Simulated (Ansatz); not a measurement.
17O NMR of the central transition in BaTiO3 at a changed volume

Cell: a measured structure from the Crystallography Open Database (COD), relaxed with PBE at fixed cell and then changed (volume scaled by 1.06, ions relaxed).

```
Ba Ti O
1.0
     4.08457    0.00000    0.00000
     0.00000    4.08457    0.00000
     0.00000    0.00000    4.08457
Ba Ti O
1 1 3
Direct
  0.50000 0.50000 0.50000
  0.00000 0.00000 0.00000
  0.50000 0.00000 0.00000
  0.00000 0.50000 0.00000
  0.00000 0.00000 0.50000
```

Atom numbers follow the list; atoms alike are taken as one site, whose name carries the number of the first.

All values are calculated (Ansatz; DFT, PBE, plane waves and PAW, scalar-relativistic, 420 eV cutoff, Γ-centred 8×8×8 k-points, Fermi–Dirac smearing 0.02 eV), not measured.

17O has I = 5/2 and Q = -25.58 mb (Pyykkö 2018); at 14.1 T its Larmor frequency is ν₀ = 81.4 MHz. Only the quadrupole interaction is simulated: positions count from each site's isotropic chemical shift, and J coupling is left out, as are shift anisotropy and dipolar coupling, which fast spinning averages.

Simulated pattern of one O site (fast magic-angle spinning, Gaussian broadening 0.02 kHz):

(offset (kHz), height): (-0.6951, 0), (-0.6677, 4), (-0.6403, 6), (-0.6128, 6), (-0.5854, 6), (-0.5580, 6), (-0.5306, 7), (-0.5031, 7), (-0.4757, 7), (-0.4483, 9), (-0.4209, 78), (-0.3934, 74), (-0.3660, 53), (-0.3386, 47), (-0.3111, 44), (-0.2837, 43), (-0.2563, 43), (-0.2289, 44), (-0.2014, 47), (-0.1740, 53), (-0.1466, 64), (-0.1192, 100), (-0.0917, 84), (-0.0643, 1)

Problem. Which |C_Q| and η does the pattern imply?

Solution. The pattern spans 0.576 kHz before broadening and its centre of gravity is at -0.269 kHz, which fixes P_Q; the places of the horns and steps fix η. That gives P_Q = 1.91 MHz, |C_Q| = 1.91 MHz and η = 0.00. The sign of C_Q can't be read from the pattern.

An axis of threefold or higher order runs through O, so V_zz lies along it and η is zero.

This high-symmetry form of BaTiO3 is unstable when cold, to polar off-centring of Ti. The symmetry of the cell holds that distortion back, wholly or in part, and it would change the field gradients, the more the larger the distortion. At this changed cell the PBE pressure is -7 GPa.
